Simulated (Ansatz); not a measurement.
The system is HfN.

```xyz
4
Lattice="3.1339 0.0000 0.0000 -1.5670 2.7140 0.0000 0.0000 0.0000 5.4168" Properties=species:S:1:pos:R:3 pbc="T T T"
Hf    0.0000    1.8094    1.3542
Hf    1.5670    0.9047    4.0626
N     0.0000    0.0000    2.7084
N     0.0000    0.0000    0.0000
```

The cell comes from a database or a generator and needn't be the stable form of this composition.

Base run:

```yaml
Program: Ansatz 0.2.0
Functional: PBEsol
Potentials_or_basis: all-electron LAPW, inner shells corrected to Dirac's equation
Cutoff: 315 eV
Density_cutoff: 1261 eV
Basis_error_allowed: 0.002 eV/atom
k_mesh: 10 × 10 × 5
Occupations: fermi-dirac, width 0.05 eV
Spin: no spin polarisation
```

Its results: pressure -2.4 GPa.

Task: The run is repeated on the same cell with these changes: functional from PBEsol to LDA; potentials or basis from all-electron LAPW, inner shells corrected to Dirac's equation to all-electron LAPW, scalar-relativistic. What comes out?

Result: Pressure -8.8 GPa.

Not every run made on this cell is shown here.
